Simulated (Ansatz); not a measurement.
Cu Kα1 powder pattern (kinematic, no thermal factors).
2θ (°) (relative intensity): 36.36 (24), 38.02 (28), 41.21 (100), 53.62 (15), 65.42 (16), 70.87 (19), 77.22 (2), 78.25 (19), 80.31 (13), 81.31 (3), 89.48 (3)

The pattern is computed from a structure relaxed with DFT PBE, scalar-relativistic, plane waves, PAW in Ansatz 0.2.0. No spin polarisation. Its elements are Al.

Problem. Give the structure.

Solution. Al.
Space group P6_3/mmc (No. 194). a = 2.851 Å, b = 2.851 Å, c = 4.729 Å, α = 90.00°, β = 90.00°, γ = 120.00°
| atom | site | symmetry | x | y | z |
| --- | --- | --- | --- | --- | --- |
| Al | 2c | -6m2 | 0.3333 | 0.6667 | 0.2500 |

A pattern alone doesn't exclude other cells with like lines; this is the one computed.

The cell was found from a structure generator's guess, not taken from experiment.
